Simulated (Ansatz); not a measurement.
C: random displacements

Method: DFT r2SCAN, scalar-relativistic, plane waves, PAW in Ansatz. Settings: plane waves to 500 eV, k-mesh 24×24×8 (Γ-centred), Gaussian smearing 0.15 eV. No spin polarisation. Energies are free energies at this smearing, counted from the undisturbed cell; pressure is positive in compression.

The undisturbed cell (relaxed at this level):

```
C
1.0
     2.45589    0.00000    0.00000
    -1.22795    2.12686    0.00000
     0.00000    0.00000    7.04979
C
4
Direct
  0.00000 0.00000 0.00250
  0.00000 0.00000 0.50250
  0.33333 0.66667 0.00250
  0.66667 0.33333 0.50250
```

The cell holds layers and no dispersion correction was added, so their binding is poorly described.

The atoms are displaced (Å, in the unstrained cell):

| atom | ux | uy | uz |
| --- | --- | --- | --- |
| C1 | -0.030 | 0.032 | 0.003 |
| C2 | -0.032 | -0.038 | 0.051 |
| C3 | 0.089 | 0.034 | -0.130 |
| C4 | -0.027 | -0.029 | 0.076 |

Strain (Voigt, engineering shear): (-0.0242, 0.0358, -0.0330, -0.0330, 0.0558, 0.0806).

Problem. What are the energy change, the stress and the forces?

Solution. ΔE = 225.8 meV/atom; stress (xx, yy, zz, yz, xz, xy; compression positive) (22.37, -27.58, 0.31, 0.22, 3.72, -30.57) GPa; gap on the mesh 0.08 eV.
```
atom Fx (eV/Å) Fy Fz
  C1       5.13   1.06  -1.97
  C2       1.42  -0.29   0.41
  C3      -5.13  -1.07   2.06
  C4      -1.42   0.30  -0.50
```

Cost: 1 run of about 2.4 core-minutes, on Intel Xeon Processor @ 2.70GHz (shared hosts).